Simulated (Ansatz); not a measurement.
# ZnS: stress in a strained cell

ZnS is deformed so: equal xx and yy strain of -1 %. What stress and forces result, by LAPW, PAW and all-electron datasets made for the crystal?

Method: DFT PBEsol, scalar-relativistic, in Ansatz 0.2.0.

## 1. Starting point

It takes space group P6_3mc (No. 186, hexagonal). Conventional cell: a = 3.811 Å, b = 3.811 Å, c = 6.234 Å, α = 90.00°, β = 90.00°, γ = 120.00°. Around Zn (site symmetry 3m) lie 4 S at 2.31 to 2.40 Å. S (site symmetry 3m) has 4 Zn at 2.31 to 2.40 Å as nearest neighbours.

Coordinates:

```cif
data_structure
_symmetry_space_group_name_H-M 'P6_3mc'
_symmetry_Int_Tables_number 186
_cell_length_a 3.8110
_cell_length_b 3.8110
_cell_length_c 6.2340
_cell_angle_alpha 90.000
_cell_angle_beta 90.000
_cell_angle_gamma 120.000
_cell_volume 78.41
loop_
_atom_site_label
_atom_site_type_symbol
_atom_site_symmetry_multiplicity
_atom_site_Wyckoff_symbol
_atom_site_fract_x
_atom_site_fract_y
_atom_site_fract_z
_atom_site_occupancy
Zn1 Zn 2 b 0.33333 0.66667 0.00000 1
S1 S 2 b 0.33333 0.66667 0.38500 1
```

The file gives the conventional cell by its symmetry; the runs use the cell typed in the input.

Atoms are numbered in the order of the input: Zn1, Zn2, S3, S4.

## 2. After the deformation

Space group P6_3mc before, P6_3mc after.

## 3. LAPW, all electrons

Input file input.yaml:

```yaml
crystal:
  lattice:
    - [3.7728887938, 0.0, 0.0]
    - [-1.8864443969, 3.267417541, 0.0]
    - [0.0, 0.0, 6.234]
  atoms:
    - { symbol: Zn, position: [0.3333333333, 0.6666666667, 0.0] }
    - { symbol: Zn, position: [0.6666666667, 0.3333333333, 0.5] }
    - { symbol: S, position: [0.3333333333, 0.6666666667, 0.385] }
    - { symbol: S, position: [0.6666666667, 0.3333333333, 0.885] }
kpoints:
  mp_grid: { grid: [8, 8, 5] }
  band_path:
    path:
      - [0.0, 0.0, 0.0]
      - [0.5, 0.0, 0.0]
      - [0.3333333333, 0.3333333333, 0.0]
      - [0.0, 0.0, 0.0]
      - [0.0, 0.0, 0.5]
      - [0.5, 0.0, 0.5]
      - [0.3333333333, 0.3333333333, 0.5]
      - [0.0, 0.0, 0.5]
      - [0.5, 0.0, 0.5]
    npoints: 5
scf:
  occupations: { method: fermi_dirac, width: 0.03 }
hamiltonian:
  xc: pbesol
  pseudopotentials: { kind: all_electron, lapw: { basis_error: 0.001 } }
output:
  forces: true
  stress: true
  eigenvalues: true
```

The run is started by

```bash
> ansatz run input.yaml --threads 1 --pin off --max-ram 6144MiB --backend cpu --events-out ev --progress --plain --runs-dir out
```

## 4. Frozen-core PAW

Input file input.yaml:

```yaml
crystal:
  lattice:
    - [3.7728887938, 0.0, 0.0]
    - [-1.8864443969, 3.267417541, 0.0]
    - [0.0, 0.0, 6.234]
  atoms:
    - { symbol: Zn, position: [0.3333333333, 0.6666666667, 0.0] }
    - { symbol: Zn, position: [0.6666666667, 0.3333333333, 0.5] }
    - { symbol: S, position: [0.3333333333, 0.6666666667, 0.385] }
    - { symbol: S, position: [0.6666666667, 0.3333333333, 0.885] }
kpoints:
  mp_grid: { grid: [8, 8, 5] }
scf:
  occupations: { method: fermi_dirac, width: 0.03 }
hamiltonian:
  xc: pbesol
  pseudopotentials: { kind: paw }
output:
  forces: true
  stress: true
  eigenvalues: true
  efg: { contact_densities: true }
  write_density: true
  write_potential: true
  elf: true
  volumetric_format: npy
```

## 5. Datasets made for this crystal

Edit input.yaml of step 4 so:

```diff
@@ -16,3 +16,3 @@
   xc: pbesol
-  pseudopotentials: { kind: paw }
+  pseudopotentials: { kind: all_electron, datasets: crystal }
 output:
@@ -22,5 +22 @@
   efg: { contact_densities: true }
-  write_density: true
-  write_potential: true
-  elf: true
-  volumetric_format: npy
```

(Steps that only read results are left out.)

Before running it: what results should come out? Wanted: pressure; largest shear or deviatoric stress.

**Answer**, as computed:

| quantity | value |
| --- | --- |
| pressure | LAPW 0.35, PAW 0.34, crystal datasets 0.34 GPa |
| largest shear or deviatoric stress (LAPW) | 2.30 GPa |

The largest part of the stress beyond the pressure is 2.30 GPa in size, in the zz component; the atoms are carried along and not relaxed. No run of the undeformed cell stands beside it, so the pressure holds what the given cell had before the change. PAW: stress within 0.01 GPa of LAPW, forces within 1 meV/Å. Crystal datasets: stress within 0.01 GPa of LAPW, forces within 1 meV/Å.
